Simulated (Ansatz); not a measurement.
Reactions of C3H7ClGeO (`CC(C)[O][Ge][Cl]`).

Calculated with Ansatz (gas phase, PBE0-D4/def2-TZVP geometries, no zero-point term in ΔE). CBS: MP2 limit from def2 TZ/QZ plus the TZ coupled-cluster correction, frozen cores. This one scheme is used for every species, atoms too. DFT in def2-TZVPP. Open shells (•) are unrestricted, without spin–orbit coupling. Spin–orbit coupling would lower the free atoms: a little for C, Cl, O; clearly for Ge. Bonds to Ge are less sure, by a few kJ/mol each and by 10 to 20 or more in all where they break to atoms, as the def2 sets lack core-valence functions. Scalar relativity is left out up to krypton. One conformer a species, not always the lowest.

| reaction | CCSD(T)/CBS(def2) (kJ/mol) |
| --- | --- |
| `CC(C)[O][Ge][Cl]` + H–F → `CC(C)[O][Ge][F]` + HCl | 6 |
| `CC(C)[O][Ge][Cl]` → `[Cl][GeH]` + `CC(C)=O` | ? |
| `CC(C)[O][Ge][Cl]` + `NB(O)F` → `CC(C)OB(N)F` + `[OH][Ge][Cl]` | -11 |
| `CC(C)[O][Ge][Cl]` + `[OH][Ge][F]` → `CC(C)[O][Ge][F]` + `[OH][Ge][Cl]` | -2 |
| `CC(C)[O][Ge][Cl]` + H₂O → `CC(C)[O][Ge][OH]` + HCl | 40 |
| `CC(C)[O][Ge][Cl]` → `[OH][Ge][Cl]` + `C=CC` | ? |
| `CC(C)[O][Ge][Cl]` → 3 C• + Cl• + Ge• + 7 H• + O• | 4975 |

(1) Fill in the missing values. (Estimate.)

Largest T1 diagnostic: 0.015, for `[OH][Ge][F]`.

Answers

(1) The calculation gave: `CC(C)[O][Ge][Cl]` → `[Cl][GeH]` + `CC(C)=O`: +185.5 kJ/mol; `CC(C)[O][Ge][Cl]` → `[OH][Ge][Cl]` + `C=CC`: +64.8 kJ/mol.
